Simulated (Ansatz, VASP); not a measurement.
# Cross-check of Ga7As7H16 (GaAs wire along [100], 14 atoms a period, H-terminated) between VASP and Ansatz

One calculation is typed for both programs; each brings its own data sets. How far apart do they land? The structure shown is the start of the Ansatz relaxation below; VASP solves that cell, so the two are compared at the walk's first step.

Calculated with Ansatz 0.2.0; plane waves, with VASP 6.6.1 beside it; single point at PBE.

### Step 1. Set-up

The cell holds 30 atoms: 7 Ga, 16 H and 7 As. Cell: a = 15.795 Å, b = 15.795 Å, c = 5.750 Å, α = 90.0°, β = 90.0°, γ = 90.0°. Vacuum lies along a and b. The structure's axis is c.

### Step 2. Ansatz: relaxation, PBE

Ansatz runs on its default PAW (the set named soft_2) files.

The two programs are compared at the cell with which this relaxation starts, whose forces are those of its first step.

The input, input.yaml:

```yaml
crystal:
  lattice:
    - [15.795, 0.0, 0.0]
    - [0.0, 15.795, 0.0]
    - [0.0, 0.0, 5.75]
  atoms:
    - { symbol: Ga, position: [0.273011296, 0.637050549, 0.0] }
    - { symbol: Ga, position: [0.455030923, 0.455030923, 0.0] }
    - { symbol: Ga, position: [0.637050549, 0.637050549, 0.0] }
    - { symbol: H, position: [0.307364388, 0.307364388, 0.094366449] }
    - { symbol: H, position: [0.420677831, 0.784717084, 0.094366449] }
    - { symbol: H, position: [0.215257993, 0.579297246, 0.158645813] }
    - { symbol: H, position: [0.694803853, 0.694803853, 0.158645813] }
    - { symbol: As, position: [0.36402111, 0.36402111, 0.25] }
    - { symbol: As, position: [0.36402111, 0.728060362, 0.25] }
    - { symbol: As, position: [0.546040736, 0.546040736, 0.25] }
    - { symbol: H, position: [0.215257993, 0.512784226, 0.341354187] }
    - { symbol: H, position: [0.512784226, 0.215257993, 0.341354187] }
    - { symbol: H, position: [0.694803853, 0.397277619, 0.341354187] }
    - { symbol: H, position: [0.307364388, 0.784717084, 0.405633551] }
    - { symbol: Ga, position: [0.273011296, 0.455030923, 0.5] }
    - { symbol: Ga, position: [0.455030923, 0.273011296, 0.5] }
    - { symbol: Ga, position: [0.455030923, 0.637050549, 0.5] }
    - { symbol: Ga, position: [0.637050549, 0.455030923, 0.5] }
    - { symbol: H, position: [0.602697458, 0.784717084, 0.594366449] }
    - { symbol: H, position: [0.784717084, 0.602697458, 0.594366449] }
    - { symbol: H, position: [0.215257993, 0.397277619, 0.658645813] }
    - { symbol: H, position: [0.397277619, 0.215257993, 0.658645813] }
    - { symbol: As, position: [0.36402111, 0.546040736, 0.75] }
    - { symbol: As, position: [0.546040736, 0.36402111, 0.75] }
    - { symbol: As, position: [0.546040736, 0.728060362, 0.75] }
    - { symbol: As, position: [0.728060362, 0.546040736, 0.75] }
    - { symbol: H, position: [0.215257993, 0.694803853, 0.841354187] }
    - { symbol: H, position: [0.489384014, 0.784717084, 0.905633551] }
    - { symbol: H, position: [0.602697458, 0.307364388, 0.905633551] }
    - { symbol: H, position: [0.784717084, 0.489384014, 0.905633551] }
kpoints:
  mp_grid: { grid: [1, 1, 14] }
scf:
  occupations: { method: fermi_dirac, width: 0.05 }
hamiltonian:
  xc: pbe
relax:
  cell: { fix: [a, b, alpha, beta, gamma] }
  max_steps: 45
  f_tol: 0.03
```

Launch:

```sh
$ ansatz run input.yaml --threads 4 --pin off --max-ram 16384MiB --backend cpu --events-out ev --progress --plain --runs-dir out
```

Numbers of over 12 decimals in the logs are rounded to 6 here.

Output:

```text
Engine: ansatz 0.2.0, aarch64-unknown-linux-gnu
Pseudopotentials: kind: paw
Pseudopotential: Ga, paw, valence charge 13, recommended cutoff 420 eV (normal), Ga.paw.azcp
Pseudopotential: H, paw, valence charge 1, recommended cutoff 420 eV (normal), H.paw.azcp
Pseudopotential: As, paw, valence charge 15, recommended cutoff 420 eV (normal), As.paw.azcp
Functional definition: PBE
  parameter kappa = 0.804
  parameter beta = 0.066725
  exchange = pbe_x(kappa = kappa, mu = beta*pi^2/3)
  correlation = pbe_c(beta = beta)
Crystal: 30 atoms, lattice volume = 1434.522 Å³
Basis set: ecut = 420 eV, 28075 PW (Γ), exchange–correlation on 216×216×80 points (8 copies of the dense FFT grid, shifted against one another)
Bands: 136, of which v1, the nominal top of the filled ones, is band 106 counted from 1 (105 counted from 0)
Symmetry: 1 space group operations
Space group: P1 (ITA 1), of the structure as read, at distance tolerance 1.1e-4 Å
k-points: 8 of 14 (time reversal used)
Non-local potential: Ga, projectors of the file, l = 0: 2, l = 1: 2, l = 2: 3, l = 3: 1
Non-local potential: H, projectors of the file, l = 0: 2, l = 1: 1
Non-local potential: As, projectors of the file, l = 0: 2, l = 1: 2, l = 2: 3, l = 3: 1
PAW form: soft (Blöchl's): semilocal exchange-correlation on the pseudo side does not see the compensation charge
PAW one-centre angular grid: Ga, 590 points (default); XC on 64 Gauss nodes
PAW one-centre angular grid: H, 110 points (default); XC on 64 Gauss nodes
PAW one-centre angular grid: As, 590 points (default); XC on 64 Gauss nodes
Initial density: superposition of atomic densities (neutral atoms: chi_scale 0, normalization atom), corrected by the library's trained network
Initial wavefunctions: pseudopotential atomic-orbital guess
Functional: x = pbe(κ = 0.804, μ = 0.219515), c = pbe(β = 0.066725)
SCF iter   1: F=—  HF=-60726.262813 eV  |F-HF|=—  |Δ(HF+E_count)|=         —  Δρ=3.09e-3  dr2=9.95e-1  ethr=1.77e-3  ⟨swp⟩=6.2  Hψ=4388  notcnv=0  defer=80
preconditioner: auto → Resta (q_TF=auto, 1.984 Å⁻¹)  ε∞=1.7  [insulator: Δε(μ)=2.464 eV  Ē_g=13.743 eV  σ=0.050 eV  W_gap=1.00  n_scr=182 (ndim 8)  ℏωp=11.7 eV  f_vac=0.643  D(μ)=0.00/eV (n_scr^D=0)  ε∞_Penn≈1.7  vacuum switching on, ρ_ref=1.4e-2 e/Å³]
SCF iter   2: F=—  HF=-60726.025173 eV  |F-HF|=—  |Δ(HF+E_count)|=   2.38e-1  Δρ=2.01e-3  dr2=2.15e-1  ethr=4.69e-4  ⟨swp⟩=3.0  Hψ=1480  notcnv=0  defer=183
SCF iter   3: F=—  HF=-60725.989599 eV  |F-HF|=—  |Δ(HF+E_count)|=   3.56e-2  Δρ=7.48e-4  dr2=1.39e-2  ethr=1.02e-4  ⟨swp⟩=3.0  Hψ=1469  notcnv=0  defer=175
SCF iter   4: F=—  HF=-60725.990547 eV  |F-HF|=—  |Δ(HF+E_count)|=   9.48e-4  Δρ=3.28e-4  dr2=1.90e-3  ethr=6.57e-6  ⟨swp⟩=2.5  Hψ=1457  notcnv=0  defer=175
SCF iter   5: F=—  HF=-60725.991038 eV  |F-HF|=—  |Δ(HF+E_count)|=   4.91e-4  Δρ=1.02e-4  dr2=1.86e-4  ethr=8.97e-7  ⟨swp⟩=2.0  Hψ=1635  notcnv=0  defer=175
SCF iter   6: F=—  HF=-60725.991053 eV  |F-HF|=—  |Δ(HF+E_count)|=   1.45e-5  Δρ=3.04e-5  dr2=1.40e-5  ethr=8.79e-8  ⟨swp⟩=2.0  Hψ=1561  notcnv=0  defer=175
SCF iter   7: F=—  HF=-60725.991219 eV  |F-HF|=—  |Δ(HF+E_count)|=   1.66e-4  Δρ=1.12e-5  dr2=2.88e-6  ethr=6.60e-9  ⟨swp⟩=2.1  Hψ=1809  notcnv=0  defer=175
SCF iter   8: F=—  HF=-60725.991220 eV  |F-HF|=—  |Δ(HF+E_count)|=   1.22e-6  Δρ=4.45e-6  dr2=3.82e-7  ethr=1.36e-9  ⟨swp⟩=2.0  Hψ=1595  notcnv=0  defer=175
SCF iter   9: F=-60725.991221 eV  HF=-60725.991221 eV  |F-HF|=1.80e-8  |Δ(HF+E_count)|=   3.39e-7  Δρ=1.47e-6  dr2=3.47e-8  ethr=4.72e-11  ⟨swp⟩=4.0  Hψ=3379  notcnv=0
SCF 1 converged in 9 iterations: F = -60725.991221 eV  dr2 = 3.47e-8
  greatest PAW one-centre occupation: 0.999 electrons in one spin orbital (limit 2), on the As atom at site 8 (counted from 0), in its partial waves of l = 2
relax step   1: F+E_penalty+E_count = -60725.99122052 eV  Δ(F+E_penalty+E_count) = +0.000e0 eV  max|allowed force component| = 1.075e0 eV/Å  Δτ_max = 0.0000 Å  P = -0.178 GPa  Ω = 1434.522 Å³  fix = [a, b, alpha, beta, gamma]  reactions: a -0.254, b -0.206 GPa; alpha -0.098, beta -0.140, gamma -0.010 GPa/rad  (9 SCF iters, dr2 threshold 1.00e-7 eV, accepted)
[...]
relax step   9: F+E_penalty+E_count = -60727.49567336 eV  Δ(F+E_penalty+E_count) = -9.751e-4 eV  max|allowed force component| = 2.106e-2 eV/Å  Δτ_max = 0.0638 Å  P = -0.007 GPa  Ω = 1460.088 Å³  energy of the carried Pulay correction = -4.536e-3 eV  fix = [a, b, alpha, beta, gamma]  reactions: a -0.013, b -0.014 GPa; alpha -0.003, beta -0.003, gamma +0.002 GPa/rad  (7 SCF iters, dr2 threshold 1.13e-7 eV, accepted)
[...]
relax step  10: F+E_penalty+E_count = -60727.50061601 eV  Δ(F+E_penalty+E_count) = -4.943e-3 eV  max|allowed force component| = 2.118e-2 eV/Å  Δτ_max = 0.0000 Å  P = -0.005 GPa  Ω = 1460.088 Å³  fix = [a, b, alpha, beta, gamma]  reactions: a -0.012, b -0.013 GPa; alpha -0.003, beta -0.004, gamma +0.002 GPa/rad  stress off target by 9.89e-3 GPa on what of the cell is left free  SCF on the basis re-selected at this cell (its energy is not comparable with the rows above)  (7 SCF iters)
basis re-selected at this cell: Δ(F+E_penalty+E_count) = -4.943e-3 eV, ΔP = +0.003 GPa vs the last step (what re-selecting the basis moved, of the pressure what is left beyond the Pulay correction that the steps carried, after the strain that the cell walked since its last selection, with what the two solves' SCF thresholds leave and, on support functions, any second-order correction that the steps lacked; it is no m [...]
SCF converged after 7 iterations
Free energy (F): -60727.500616 eV
Harris-Foulkes:  -60727.500616 eV  (|F-HF|=2.43e-9)
Internal energy: -60727.500616 eV  (E = F + TS)
E sigma→0 (E₀):  -60727.500616 eV
Fermi energy:    -1.213223 eV
--- Per-component energies (eV) ---
  E_band       = -4222.427372
  E_kinetic    = 1733.202341
  E_local      = -104104.932965  (includes V_loc(G=0)·N_el)
  E_nonlocal   = -1696.908862
  E_hartree    = 51122.159283
  E_xc         = -1171.650169
  E_vxc        = -1132.124331  (∫ρ·V_xc dr)
  E_paw        = -26777.579472  (= ΣΔE_a)
  E_vpaw       = -1265.963100  (= ΣTr[D̂ρ^β])
  E_aug_tail   = -0.019468  (compensation charges beyond the density's cutoff)
  E_ewald      = 20168.228696
  E_smearing   = -0.000000  (= −TS)
  E_closure    = -0.000000  (closes the sum)
  Σ components = -60727.500616   (vs F -60727.500616, Δ=0.00e0)
--- Forces (eV/Å), atoms counted from 1 ---
  atom   1  Ga    -0.00241785     0.02030953    -0.02084606
  atom   2  Ga    -0.00053143    -0.00904105    -0.00202933
  atom   3  Ga     0.00887253     0.02118208    -0.00927467
  atom   4  H      0.00284593    -0.00042716     0.00316224
  atom   5  H     -0.00418667    -0.00627789     0.00038393
  atom   6  H      0.00707832     0.00321804    -0.00038722
  atom   7  H     -0.00160619    -0.00266189     0.00793819
  atom   8  As     0.00205536     0.00968207     0.01183212
  atom   9  As    -0.01174144    -0.01034293    -0.00183671
  atom  10  As    -0.00374024    -0.01084991    -0.00270817
  atom  11  H     -0.00857317     0.00502315    -0.00325804
  atom  12  H      0.00367100     0.00013342    -0.00147971
  atom  13  H      0.00285526    -0.00166471    -0.00770176
  atom  14  H      0.00007507     0.00050280    -0.00249834
  atom  15  Ga     0.00834703    -0.00618022     0.00529164
  atom  16  Ga    -0.00516284    -0.00123917    -0.00893841
  atom  17  Ga     0.00482485     0.01927089     0.00688672
  atom  18  Ga     0.00939747    -0.01306573    -0.00263312
  atom  19  H      0.01091159     0.00027823     0.00096643
  atom  20  H     -0.00962632     0.00110388    -0.00273780
  atom  21  H     -0.00515600    -0.00044078    -0.00255930
  atom  22  H      0.00545520     0.00039158    -0.00036956
  atom  23  As     0.00011471    -0.01934528     0.00919333
  atom  24  As    -0.00527183     0.01773145     0.00385062
  atom  25  As     0.01131250    -0.01333761     0.00614194
  atom  26  As    -0.01507236     0.00512487     0.01759228
  atom  27  H      0.00149983    -0.00320334     0.00313298
  atom  28  H     -0.00459845    -0.00183857     0.00107255
  atom  29  H      0.00457300     0.00171020    -0.00258834
  atom  30  H     -0.00620521    -0.00574442    -0.00559920
  max |Σ_I F_I| component: 1.53e-6 eV/Å
--- Stress (GPa, compression-positive) ---
       -0.011572      -0.001969       0.003531
       -0.001969      -0.012748       0.003372
        0.003531       0.003372       0.009886
  P = ⅓ Tr σ = -0.0048 GPa (-0.048 kbar)
--- Relaxed structure (9 steps of the walk, 9 accepted, 1 SCFs on fresh bases) ---
  F+E_penalty+E_count = -60727.50061601 eV   max|allowed force component| = 2.118e-2 eV/Å   (the final SCF, on the basis selected at the relaxed cell)
  cell:  # Å, volume = 1460.0883 Å³
    - [15.795, 0, 0]
    - [0, 15.795, 0]
    - [0, 0, 5.852479]
  atoms:
    - { symbol: Ga, position: [0.262889, 0.652119, -0.063301] }
    - { symbol: Ga, position: [0.450296, 0.457111, 0.00331279] }
    - { symbol: Ga, position: [0.637743, 0.642216, 0.037379] }
    - { symbol: H, position: [0.318151, 0.317048, 0.111337] }
    - { symbol: H, position: [0.415792, 0.784823, 0.165579] }
    - { symbol: H, position: [0.190658, 0.610135, 0.077410] }
    - { symbol: H, position: [0.695587, 0.706214, 0.168933] }
    - { symbol: As, position: [0.371456, 0.368884, 0.277209] }
    - { symbol: As, position: [0.357603, 0.715099, 0.252385] }
    - { symbol: As, position: [0.545573, 0.545627, 0.253057] }
    - { symbol: H, position: [0.205534, 0.500267, 0.376625] }
    - { symbol: H, position: [0.532668, 0.226514, 0.319826] }
    - { symbol: H, position: [0.702439, 0.400551, 0.351865] }
    - { symbol: H, position: [0.307793, 0.769792, 0.418203] }
    - { symbol: Ga, position: [0.264666, 0.443586, 0.525539] }
    - { symbol: Ga, position: [0.461477, 0.261957, 0.479300] }
    - { symbol: Ga, position: [0.447171, 0.624558, 0.502097] }
    - { symbol: Ga, position: [0.634113, 0.450078, 0.492322] }
    - { symbol: H, position: [0.605803, 0.764084, 0.586074] }
    - { symbol: H, position: [0.783875, 0.595897, 0.652014] }
    - { symbol: H, position: [0.233808, 0.376217, 0.703119] }
    - { symbol: H, position: [0.403213, 0.206816, 0.635347] }
    - { symbol: As, position: [0.357098, 0.543858, 0.757728] }
    - { symbol: As, position: [0.535999, 0.369266, 0.734513] }
    - { symbol: As, position: [0.546803, 0.714201, 0.741106] }
    - { symbol: As, position: [0.713591, 0.545920, 0.767703] }
    - { symbol: H, position: [0.251537, 0.728432, 0.768351] }
    - { symbol: H, position: [0.503203, 0.790092, 0.848819] }
    - { symbol: H, position: [0.596833, 0.321275, 0.889716] }
    - { symbol: H, position: [0.770411, 0.491345, 0.916432] }
```

In the SCF lines HF is the Harris–Foulkes energy and dr2 the Hartree energy of the density residual, in eV; the loop may stop once dr2 is under the threshold and the program's other checks hold. Hψ counts applications of the Hamiltonian.

(Part 1 of 2 ends here.)

[Lines on the potential files, build, host, timing and source positions are cut from VASP's logs without a mark.]

[Logs are printed without paths, hosts, clocks, repeated set-up lines and the standing remarks that a program may print on its own settings, such as how far it seeks lower states.]

[Hosts, paths, dates, database ids (printed as entryN), source tags and the programs' standing remarks are cut or masked in the printed files.]
